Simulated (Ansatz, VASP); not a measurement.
**Two plane-wave programs on Nb**

The input INCAR:

```
SYSTEM = Nb
PREC = Accurate ; ENCUT = 520
EDIFF = 1E-6 ; ISMEAR = -1
SIGMA = 0.05 ; LREAL = .FALSE.
LASPH = .TRUE. ; NELM = 80
ALGO = Normal ; ISIF = 2
LWAVE = .FALSE. ; LCHARG = .FALSE.
GGA = PS ; NBANDS = 12
```

The input KPOINTS:

```
Automatic mesh
0
G
  6 6 6
  0 0 0
```

The input POSCAR:

```
Nb
1.0
    0.0190015641      2.0904625355      2.1187595406
    2.1191201396     -0.0088747421      2.1466458635
    2.1242586754      2.1234773776     -0.0140132779
Nb
1
Direct
    0.0000000000      0.0000000000      0.0000000000
```

Input for Ansatz:

```yaml
crystal:
  lattice:
    - [0.019001564118109552, 2.0904625355220587, 2.1187595406004243]
    - [2.1191201396031927, -0.008874742123692705, 2.1466458634811922]
    - [2.1242586753926447, 2.1234773775533125, -0.014013277913144577]
  atoms:
    - { symbol: Nb, position: [0.0, 0.0, 0.0] }
basis:
  ecutwfc: 540.0
  xc_grid: 2
kpoints:
  mp_grid:
    grid: [6, 6, 6]
hamiltonian:
  xc: pbesol
scf:
  convergence:
    dr2_threshold: 1.0e-09
  occupations:
    method: fermi_dirac
    width: 0.05
output:
  forces: true
  stress: true
```

This isn't the form of Nb at room conditions, which is bcc.

Alike in both runs: task single point; functional PBEsol; k mesh 6 × 6 × 6; occupations fermi-dirac, width 0.05 eV; no spin polarisation.

```csv
,VASP,Ansatz
version,VASP 6.6.1,Ansatz 0.2.0
potentials or method,"VASP PAW PBE potentials, release 64 (Nb_sv)","plane waves, PAW"
plane-wave cutoff (eV),520,540
valence electrons in the cell,13,13
```

VASP gave:

| Item | Value |
| --- | --- |
| pressure (GPa) | -8.1 |
| largest component of the traceless stress (GPa) | 2.49 |

Task: Which values does Ansatz return?

Result: Pressure (GPa): -7.9; largest component of the traceless stress (GPa): 2.50.

With one functional, cell and mesh, what is left measures potentials, basis and numerics. Ansatz warned: «stress_scf_threshold_loose».

Caveats: the k mesh is coarse (spacing up to 0.43 Å⁻¹), so the values aren't converged; the PAW data sets were made with another functional, which shifts forces and pressure a little (VASP).
